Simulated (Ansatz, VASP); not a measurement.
**Two plane-wave programs on Ca**

Contents of INCAR:

```
SYSTEM = Ca
PREC = Accurate ; ENCUT = 520
EDIFF = 1E-6 ; ISMEAR = 0
SIGMA = 0.15 ; LREAL = .False.
LASPH = .True. ; NELM = 80
ALGO = Fast ; ISIF = 2
LWAVE = .False. ; LCHARG = .True.
LELF = .True. ; LVHAR = .True.
NBANDS = 11
```

File KPOINTS:

```
Automatic mesh
0
Gamma
  14 14 14
  0 0 0
```

The input POSCAR:

```
Ca
1.0
    3.4014399315      0.0000000000      0.0000000000
    0.0000000000      3.4014399315      0.0000000000
    0.0000000000      0.0000000000      3.6630891570
Ca
1
Direct
    0.0000000000      0.0000000000      0.0000000000
```

Input for Ansatz:

```yaml
crystal:
  lattice:
    - [3.4014399315, 0.0, 0.0]
    - [0.0, 3.4014399315, 0.0]
    - [0.0, 0.0, 3.663089157]
  atoms:
    - { symbol: Ca, position: [0.0, 0.0, 0.0] }
basis:
  ecutwfc: 420
kpoints:
  mp_grid: { grid: [14, 14, 14] }
hamiltonian:
  xc: lda
scf:
  occupations: { method: gaussian, width: 0.15 }
output:
  forces: true
  stress: true
  eigenvalues: true
```

Change from the starting cell: strain -0.025 along x and y, +0.050 along z, atoms carried along.

Alike in both runs: task single point; functional LDA; k mesh 14 × 14 × 14; occupations gaussian, width 0.15 eV; no spin polarisation.

|  | VASP | Ansatz |
| --- | --- | --- |
| version | VASP 6.6.1 | Ansatz 0.2.0 |
| potentials or method | VASP PAW LDA potentials, release 64 (Ca_sv) | scalar-relativistic, plane waves, PAW |
| plane-wave cutoff (eV) | 520 | 420 |
| valence electrons in the cell | 10 | 10 |

Ansatz gave:

| Item | Value |
| --- | --- |
| gap on the k mesh at the Fermi level (eV) | none |
| pressure (GPa) | -1.0 |
| largest component of the traceless stress (GPa) | 2.23 |

Q: Estimate VASP's values.

A: gap on the k mesh at the Fermi level (eV): none; pressure (GPa): -1.1; largest component of the traceless stress (GPa): 2.24.

A gap of «none» marks a metal or a gap that the smearing closes.
